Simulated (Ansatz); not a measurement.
Crystal: HfO2.

```
CELL_PARAMETERS angstrom
5.11800 0.00000 0.00000
0.00000 5.18570 0.00000
-0.85866 0.00000 5.21387
ATOMIC_POSITIONS crystal
Hf 0.27550 0.46030 0.70800
Hf 0.72450 0.96030 0.79200
Hf 0.72450 0.53970 0.29200
Hf 0.27550 0.03970 0.20800
O 0.07420 0.16840 0.84670
O 0.92580 0.66840 0.65330
O 0.92580 0.83160 0.15330
O 0.07420 0.33160 0.34670
O 0.44870 0.74190 0.98010
O 0.55130 0.24190 0.51990
O 0.55130 0.25810 0.01990
O 0.44870 0.75810 0.48010
```

* Program: Ansatz 0.2.0
* Task: relaxation of cell and atoms
* Functional: RPBE
* Potentials or basis: Ansatz PAW
* Cutoff: 420 eV (not typed: the program's choice for these potentials)
* k mesh: 5 × 5 × 5
* Occupations: fermi-dirac, width 0.05 eV
* Spin: no spin polarisation

At the start: volume 11.53 Å³/atom.

Question: How do energy, volume and symmetry change on relaxing?

Answer: It ends after 10 steps and the volume is 12.10 Å³/atom (+4.9 %); space group P2_1/c (No. 14, to 0.05 Å).

Step by step:
```csv
step,energy change (eV),largest force (eV/Å),volume (Å³)
1,0.0000,0.5025,138.38
2,-0.1664,0.2139,145.69
3,-0.1911,0.1433,144.97
4,-0.1955,0.0834,145.28
5,-0.2016,0.0389,144.78
6,-0.2014,0.0105,144.93
7,-0.2016,0.0013,144.90
8,-0.2377,0.0020,144.90
9,-0.2369,0.0063,145.21
10,-0.2382,0.0062,145.21
```

Final structure:
```
Hf O
1.0
     5.20234    0.00000   -0.01730
     0.00000    5.24136    0.00000
    -0.89043    0.00000    5.32825
Hf O
4 8
Direct
  0.27486 0.45654 0.70864
  0.72514 0.95654 0.79136
  0.72514 0.54346 0.29136
  0.27486 0.04346 0.20864
  0.06523 0.17523 0.85213
  0.93477 0.67523 0.64787
  0.93477 0.82477 0.14787
  0.06523 0.32477 0.35213
  0.45063 0.74316 0.97392
  0.54937 0.24316 0.52608
  0.54937 0.25684 0.02608
  0.45063 0.75684 0.47392
```

Caveat: the plane-wave basis is chosen anew once the cell has moved, so the energies of steps on either side of that aren't comparable; the pressure holds a Pulay correction of +0.7 GPa for the finite cutoff; the PAW data sets come from PBE, with cores solved anew for the run's functional, which leaves a small shift of forces and pressure.
